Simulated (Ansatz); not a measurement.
Relaxing HgTe2

These are results of Ansatz, DFT PBE, scalar-relativistic, plane waves, PAW, not measurements. Cutoff 420 eV, Γ-centred k mesh, Gaussian smearing, no spin polarisation in the final step.

The start puts HgTe2 on the Cu2Sb structure type (P4/nmm, No. 129), with Hg in place of Sb, Te in place of Cu, at a guessed volume.

```
Hg Te
1.0
     4.79400    0.00000    0.00000
     0.00000    4.79400    0.00000
     0.00000    0.00000    7.31469
Hg Te
2 4
Direct
  0.00000 0.50000 0.70000
  0.50000 0.00000 0.30000
  0.00000 0.00000 0.00000
  0.50000 0.50000 0.00000
  0.00000 0.50000 0.27000
  0.50000 0.00000 0.73000
```

Steps on the 4×4×4 mesh (6 atoms). 12 of 20 steps are shown, and the free energy counts from the last. Trial steps that were taken back and renewals of the plane-wave basis can be among the rows.

| step | ΔF (meV/atom) | V (Å³/atom) | P (GPa) | largest force component (eV/Å) |
| --- | --- | --- | --- | --- |
| 1 | 342.8 | 28.02 | 5.73 | 1.099 |
| 3 | 242.7 | 30.76 | -0.17 | 0.190 |
| 4 | 231.4 | 30.28 | 0.71 | 0.547 |
| 6 | 205.1 | 30.61 | 0.62 | 0.132 |
| 8 | 162.8 | 31.93 | 0.80 | 0.184 |
| 10 | 99.6 | 34.64 | 0.14 | 0.139 |
| 11 | 64.5 | 35.52 | -0.01 | 0.147 |
| 13 | 57.2 | 35.61 | 1.46 | 1.764 |
| 15 | 14.5 | 35.50 | 0.01 | 0.033 |
| 17 | 4.7 | 35.47 | 0.42 | 0.012 |
| 18 | 1.4 | 36.25 | 0.20 | 0.107 |
| 20 | 0.0 | 36.47 | -0.22 | 0.038 |

A final relaxation ran on a 8×8×4 mesh. The relaxed crystal, P4/nmm (No. 129):

Space group P4/nmm:1 (No. 129). a = 4.907 Å, b = 4.907 Å, c = 9.000 Å, α = 90.00°, β = 90.00°, γ = 90.00°
```csv
atom,site,symmetry,x,y,z
Hg,2c,4mm,0.0000,0.5000,0.8003
Te,2a,-4m2,0.0000,0.0000,0.0000
Te,2c,4mm,0.0000,0.5000,0.4993
```

```json
{
 "Volume per atom": "36.11 Å³",
 "Density": "6.99 g/cm³",
 "Energy over the elements": "0.11 eV/atom",
 "Gap on the 8×8×4 mesh": "0 eV (a metal)"
}
```

Formation energies are uncorrected and refer to the elements' standard structures at the same level.

The final run used a 8×8×4 mesh on its 6-atom cell and 0.10 eV smearing. The k mesh leaves about 4 meV/atom of noise in metals. Spin–orbit coupling is left out.

A structure relaxed within its symmetry needn't be a true minimum.

Cost: 3 runs of about 11 core-minutes in all, on Intel Xeon Platinum 8259CL (Skylake/Cascade Lake) (shared hosts).